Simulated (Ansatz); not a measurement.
# LiH (Fm-3m) in Ansatz: reference runs

Aim: a first look at LiH with PBE, on the cell as given and on a disturbed one.

Everything below comes from runs of Ansatz 0.2.0. Logs are shortened: lines on timing, memory, paths and dates and some standing lists are left out, and cuts for length are marked.

### Step 1. The structure

It takes space group Fm-3m (No. 225, cubic). Conventional cell: a = 4.074 Å, b = 4.074 Å, c = 4.074 Å, α = 90.00°, β = 90.00°, γ = 90.00°. Around Li (site symmetry m-3m) lie 6 H at 2.04 Å. H (site symmetry m-3m) has 6 Li at 2.04 Å as nearest neighbours.

### Step 2. Single point, PBE

input.yaml

```yaml
crystal:
  lattice:
    - [0.0, 2.03675, 2.03675]
    - [2.03675, 0.0, 2.03675]
    - [2.03675, 2.03675, 0.0]
  atoms:
    - { symbol: Li, position: [0.0, 0.0, 0.0] }
    - { symbol: H, position: [0.5, 0.5, 0.5] }
hamiltonian:
  xc: pbe
  pseudopotentials: { kind: paw }
kpoints:
  mp_grid: { grid: [11, 11, 11] }
scf:
  occupations: { method: fermi_dirac, width: 0.05 }
output:
  forces: true
  stress: true
  eigenvalues: true
```

Potentials or basis: Ansatz PAW.

On the command line:

```sh
$ ansatz run input.yaml --threads 1 --pin off --max-ram 2560MiB --backend cpu --events-out ev --progress --plain --runs-dir out
```

Standard output:

```text
Warning: RAYON_NUM_THREADS=1 ignored (pool sized by the plan → 1); use --threads N
Engine: ansatz 0.2.0, x86_64-unknown-linux-gnu
Pseudopotentials: kind: paw
Pseudopotential: Li, paw, valence charge 3, recommended cutoff 420 eV (normal), Li.paw.azcp
Pseudopotential: H, paw, valence charge 1, recommended cutoff 420 eV (normal), H.paw.azcp
Functional definition: PBE
  parameter kappa = 0.804
  parameter beta = 0.06672455060314922
  exchange = pbe_x(kappa = kappa, mu = beta*pi^2/3)
  correlation = pbe_c(beta = beta)
Crystal: 2 atoms, lattice volume = 16.898 Å³
Basis set: ecut = 420 eV, 331 PW (Γ), exchange–correlation on 40×40×40 points (8 copies of the dense FFT grid, shifted against one another)
Bands: 6, of which v1, the nominal top of the filled ones, is band 2 counted from 1 (1 counted from 0)
Symmetry: 48 space group operations
Space group: Fm-3m (ITA 225), of the structure as read, at distance tolerance 2.6e-5 Å
k-points: 56 of 1331
Non-local potential: Li, projectors of the file, l = 0: 3, l = 1: 2, l = 2: 1
Non-local potential: H, projectors of the file, l = 0: 2, l = 1: 1
PAW form: soft (Blöchl's): semilocal exchange-correlation on the pseudo side does not see the compensation charge
PAW one-centre angular grid: Li, 110 points (default); XC on 64 Gauss nodes
PAW one-centre angular grid: H, 110 points (default); XC on 64 Gauss nodes
Initial density: superposition of atomic densities (neutral atoms: chi_scale 0, normalization atom), corrected by the library's trained network
Initial wavefunctions: pseudopotential atomic-orbital guess
Functional: x = pbe(κ = 0.804, μ = 0.2195149727645171), c = pbe(β = 0.06672455060314922)
SCF iter   1: F=—  HF=-221.387364 eV  |F-HF|=—  |Δ(HF+E_count)|=         —  Δρ=9.20e-4  dr2=7.09e-5  ethr=1.77e-3  ⟨swp⟩=4.8  Hψ=2680  notcnv=0
preconditioner: auto → none  [insulator: Δε(μ)=3.192 eV  Ē_g=13.715 eV  σ=0.050 eV  W_gap=1.00  n_scr=0 (ndim 8)  ℏωp=12.8 eV  f_vac=0.000  D(μ)=0.00/eV (n_scr^D=0)  ε∞_Penn≈1.9]
SCF iter   2: F=—  HF=-221.387391 eV  |F-HF|=—  |Δ(HF+E_count)|=   2.71e-5  Δρ=3.90e-4  dr2=1.11e-5  ethr=1.77e-6  ⟨swp⟩=1.8  Hψ=826  notcnv=0
SCF iter   3: F=—  HF=-221.387408 eV  |F-HF|=—  |Δ(HF+E_count)|=   1.67e-5  Δρ=5.74e-5  dr2=3.75e-7  ethr=2.79e-7  ⟨swp⟩=2.0  Hψ=392  notcnv=0
iter 4 did not close the SCF: its close was put off for the readings that it lacked (scf_convergence_deferred on its scf_iter line)
SCF iter   4: F=-221.387409 eV  HF=-221.387409 eV  |F-HF|=1.67e-9  |Δ(HF+E_count)|=   8.01e-7  Δρ=7.05e-6  dr2=5.34e-9  ethr=9.36e-9  ⟨swp⟩=2.0  Hψ=392  notcnv=0
iter 5 did not close the SCF: its close was put off for the readings that it lacked (scf_convergence_deferred on its scf_iter line)
SCF iter   5: F=-221.387409 eV  HF=-221.387409 eV  |F-HF|=2.67e-11  |Δ(HF+E_count)|=  2.45e-10  Δρ=5.99e-7  dr2=4.80e-11  ethr=1.33e-10  ⟨swp⟩=2.0  Hψ=413  notcnv=0
SCF iter   6: F=-221.387409 eV  HF=-221.387409 eV  |F-HF|=1.99e-13  |Δ(HF+E_count)|=  3.54e-11  Δρ=8.45e-8  dr2=1.11e-12  ethr=1.20e-12  ⟨swp⟩=1.0  Hψ=898  notcnv=0
SCF 1 converged in 6 iterations: F = -221.387409 eV  dr2 = 1.11e-12
SCF converged after 6 iterations
Free energy (F): -221.387409 eV
Harris-Foulkes:  -221.387409 eV  (|F-HF|=1.99e-13)
Internal energy: -221.387409 eV  (E = F + TS)
E sigma→0 (E₀):  -221.387409 eV
Fermi energy:    2.051373 eV
--- Per-component energies (eV) ---
  E_band       = -91.087078
  E_kinetic    = 35.604186
  E_local      = -126.380075  (includes V_loc(G=0)·N_el)
  E_nonlocal   = -31.778962
  E_hartree    = 35.368337
  E_xc         = -20.073221
  E_vxc        = -25.907067  (∫ρ·V_xc dr)
  E_paw        = -21.533727  (= ΣΔE_a)
  E_vpaw       = -13.360803  (= ΣTr[D̂ρ^β])
  E_aug_tail   = -0.001031  (compensation charges beyond the density's cutoff)
  E_ewald      = -92.592916
  E_smearing   = -0.000000  (= −TS)
  E_closure    = -0.000000  (closes the sum)
  Σ components = -221.387409   (vs F -221.387409, Δ=0.00e0)
--- Forces (eV/Å), atoms counted from 1 ---
  atom   1  Li    -0.00000000    -0.00000000    -0.00000000
  atom   2  H      0.00000000    -0.00000000    -0.00000000
  max |Σ_I F_I| component: 1.38e-30 eV/Å
--- Stress (GPa, compression-positive) ---
       -1.653100       0.000000      -0.000000
        0.000000      -1.653100      -0.000000
       -0.000000      -0.000000      -1.653100
  P = ⅓ Tr σ = -1.6531 GPa (-16.531 kbar)
--- Band table (eV; the first three rows and the last of 56) ---
  k-point 0: bands = ["-43.8333", "-4.7739", "15.9628", "17.8813", "17.8813", "17.8813"]
  k-point 1: bands = ["-43.8303", "-4.6299", "14.8447", "17.0015", "17.5665", "17.5665"]
  k-point 2: bands = ["-43.8221", "-4.2060", "12.1152", "15.8341", "17.0112", "17.0112"]
  k-point 55: bands = ["-43.7833", "0.1477", "5.4085", "6.2935", "11.9751", "17.4163"]
```

Wall time 0.67 s (1 thread of AMD EPYC 9R45 (Zen 5), shared host); peak memory 0.38 GiB.

Results:

| Quantity | Value |
| --- | --- |
| Free energy | -221.3874 eV |
| Pressure | -1.7 GPa |
| Band gap on the k mesh | 3.21 eV, direct |

Caveat: odd divisions of the mesh miss points on the zone boundary, where band edges often lie, so the gap on the mesh can be too wide.

### Step 3. Single point, PBE (atoms moved at random, drawn with an rms of 0.05 Å)

Changes to input.yaml since step 2:

```diff
@@ -6,4 +6,4 @@
   atoms:
-    - { symbol: Li, position: [0.0, 0.0, 0.0] }
-    - { symbol: H, position: [0.5, 0.5, 0.5] }
+    - { symbol: Li, position: [0.012229, -0.003892, 0.000388] }
+    - { symbol: H, position: [0.496686, 0.498115, 0.504653] }
 hamiltonian:
```

Potentials or basis: Ansatz PAW.

On the command line:

```sh
$ ansatz run input.yaml --threads 1 --pin off --max-ram 2560MiB --backend cpu --events-out ev --progress --plain --runs-dir out
```

Standard output:

```text
Warning: RAYON_NUM_THREADS=1 ignored (pool sized by the plan → 1); use --threads N
[... 9 set-up lines as earlier in the session ...]
Crystal: 2 atoms, lattice volume = 16.898 Å³
Basis set: ecut = 420 eV, 331 PW (Γ), exchange–correlation on 40×40×40 points (8 copies of the dense FFT grid, shifted against one another)
Bands: 6, of which v1, the nominal top of the filled ones, is band 2 counted from 1 (1 counted from 0)
Symmetry: 1 space group operations
Space group: P1 (ITA 1), of the structure as read, at distance tolerance 2.6e-5 Å
k-points: 666 of 1331 (time reversal used)
[... 8 set-up lines as earlier in the session ...]
SCF iter   1: F=—  HF=-221.386691 eV  |F-HF|=—  |Δ(HF+E_count)|=         —  Δρ=9.26e-4  dr2=7.36e-5  ethr=1.77e-3  ⟨swp⟩=4.9  Hψ=31956  notcnv=0
preconditioner: auto → none  [insulator: Δε(μ)=3.195 eV  Ē_g=13.716 eV  σ=0.050 eV  W_gap=1.00  n_scr=0 (ndim 8)  ℏωp=12.8 eV  f_vac=0.000  D(μ)=0.00/eV (n_scr^D=0)  ε∞_Penn≈1.9]
SCF iter   2: F=—  HF=-221.386719 eV  |F-HF|=—  |Δ(HF+E_count)|=   2.77e-5  Δρ=3.97e-4  dr2=1.22e-5  ethr=1.84e-6  ⟨swp⟩=1.8  Hψ=9868  notcnv=0
SCF iter   3: F=—  HF=-221.386735 eV  |F-HF|=—  |Δ(HF+E_count)|=   1.62e-5  Δρ=5.56e-5  dr2=3.85e-7  ethr=3.04e-7  ⟨swp⟩=2.0  Hψ=4662  notcnv=0
iter 4 did not close the SCF: its close was put off for the readings that it lacked (scf_convergence_deferred on its scf_iter line)
SCF iter   4: F=-221.386736 eV  HF=-221.386736 eV  |F-HF|=8.33e-9  |Δ(HF+E_count)|=   6.70e-7  Δρ=1.13e-5  dr2=1.57e-8  ethr=9.63e-9  ⟨swp⟩=2.0  Hψ=4662  notcnv=0
iter 5 did not close the SCF: its close was put off for the readings that it lacked (scf_convergence_deferred on its scf_iter line)
SCF iter   5: F=-221.386736 eV  HF=-221.386736 eV  |F-HF|=4.81e-11  |Δ(HF+E_count)|=   5.03e-9  Δρ=1.04e-6  dr2=8.67e-11  ethr=3.93e-10  ⟨swp⟩=1.5  Hψ=4305  notcnv=0
SCF iter   6: F=-221.386736 eV  HF=-221.386736 eV  |F-HF|=4.26e-13  |Δ(HF+E_count)|=  8.58e-11  Δρ=7.96e-8  dr2=8.86e-13  ethr=2.17e-12  ⟨swp⟩=1.0  Hψ=10776  notcnv=0
SCF 1 converged in 6 iterations: F = -221.386736 eV  dr2 = 8.86e-13
SCF converged after 6 iterations
Free energy (F): -221.386736 eV
Harris-Foulkes:  -221.386736 eV  (|F-HF|=4.26e-13)
Internal energy: -221.386736 eV  (E = F + TS)
E sigma→0 (E₀):  -221.386736 eV
Fermi energy:    2.051905 eV
--- Per-component energies (eV) ---
  E_band       = -91.086570
  E_kinetic    = 35.608048
  E_local      = -126.398343  (includes V_loc(G=0)·N_el)
  E_nonlocal   = -31.778236
  E_hartree    = 35.376136
  E_xc         = -20.074202
  E_vxc        = -25.908344  (∫ρ·V_xc dr)
  E_paw        = -21.533950  (= ΣΔE_a)
  E_vpaw       = -13.360930  (= ΣTr[D̂ρ^β])
  E_aug_tail   = -0.001037  (compensation charges beyond the density's cutoff)
  E_ewald      = -92.585152
  E_smearing   = -0.000000  (= −TS)
  E_closure    = -0.000000  (closes the sum)
  Σ components = -221.386736   (vs F -221.386736, Δ=0.00e0)
--- Forces (eV/Å), atoms counted from 1 ---
  atom   1  Li     0.01178790    -0.02129553    -0.02563509
  atom   2  H     -0.01178796     0.02129564     0.02563523
  max |Σ_I F_I| component: 1.36e-7 eV/Å
--- Stress (GPa, compression-positive) ---
       -1.657650       0.001783       0.002147
        0.001783      -1.629818      -0.003879
        0.002147      -0.003879      -1.612058
  P = ⅓ Tr σ = -1.6332 GPa (-16.332 kbar)
--- Band table (eV; the first three rows and the last of 666) ---
  k-point 0: bands = ["-43.8327", "-4.7736", "15.9311", "17.8798", "17.8824", "17.9215"]
  k-point 1: bands = ["-43.8297", "-4.6295", "14.8305", "16.9749", "17.5662", "17.6141"]
  k-point 2: bands = ["-43.8215", "-4.2058", "12.1113", "15.8173", "17.0102", "17.0369"]
  k-point 665: bands = ["-43.7931", "-1.8534", "5.3349", "12.4738", "15.6404", "15.8871"]
```

It took 2 s on 1 thread of AMD EPYC 9R45 (Zen 5), shared host; peak memory 0.51 GiB.

Results:

| Property | Result |
| --- | --- |
| Free energy | -221.3867 eV |
| Pressure | -1.6 GPa |
| Largest force | 0.035 eV/Å |
| Band gap on the k mesh | 3.21 eV, direct |

Forces in eV/Å, atoms in the order of the input:
```
Li   0.012 -0.021 -0.026
H   -0.012  0.021  0.026
```

Levels at points of the mesh, in eV from the valence-band top:
```tsv
k point	band 1	band 2	band 3	band 4	band 5
(0.00, 0.00, 0.00)	-44.28	-5.22	15.49	17.44	17.44
```

Caveat: odd divisions of the mesh miss points on the zone boundary, where band edges often lie, so the gap on the mesh can be too wide. A k mesh can miss the band edges.
